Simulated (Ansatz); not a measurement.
GeO2:
```
GeO2
1.0
    4.41246     0.00000     0.00000
    0.00000     4.41246     0.00000
    0.00000     0.00000     2.87074
Ge O
2 4
Direct
  0.50000   0.50000   0.50000
  0.00000   0.00000   0.00000
  0.69397   0.69397   0.00000
  0.30603   0.30603   0.00000
  0.80603   0.19397   0.50000
  0.19397   0.80603   0.50000
```

Relaxed with r²SCAN.

Task: Give the Bader charges and basin volumes of the independent atoms, the program Ansatz at the r²SCAN level (PAW).

Result: 

```json
[
 {"atom": "Ge1", "Bader charge (e)": "+2.60", "Bader volume (Å³)": "6.0"},
 {"atom": "O3", "Bader charge (e)": "-1.30", "Bader volume (Å³)": "11.0"}
]
```

Space group P4_2/mnm (rutile). The cell was relaxed with r²SCAN under the symmetry of its start.

Potentials: the earlier of the program's two PAW sets. The files were generated under PBE; for other functionals the program regenerates the frozen cores, and for LDA and PBEsol the local potential too.
